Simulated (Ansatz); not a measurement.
# Se: electron density at the nuclei under pressure

```
Se
1.0
     0.00000    2.16625    2.16625
     2.16625    0.00000    2.16625
     2.16625    2.16625    0.00000
Se
1
Direct
  0.00000 0.00000 0.00000
```

The structure comes from a relaxation in the same program, started in the fcc type, and has space group Fm-3m. Whether it is a known phase or the ground state wasn't checked.

All numbers below come from Ansatz 0.2.0, DFT, PBE, all-electron PAW with datasets made for the crystal, scalar-relativistic.

Settings: a Γ-centred 16×16×16 k mesh, Fermi–Dirac smearing of 0.03 eV, cutoff 180 eV (chosen by the program for this cell), no spin polarisation.

The contact density is the mean electron density over the nuclear volume; its changes follow the s electrons' response to bonding and compression. Changes below are taken from the unscaled cell, where it is 262988 e/Å³ at Se.

The datasets are made afresh for each cell, so very small changes are uncertain.

(1) Does compression raise or lower the contact density at Se?

(2) Tabulate the changes with volume.

Results:

(1) It raises it, by 0.90 e/Å³ over the whole range.

(2) 
| V/V(cell) | P (GPa) | Δρ(0) Se (e/Å³) |
| --- | --- | --- |
| 0.9405 | 4.9 | 0.46 |
| 1.0000 | 0.0 | 0.00 |
| 1.0600 | -3.6 | -0.44 |
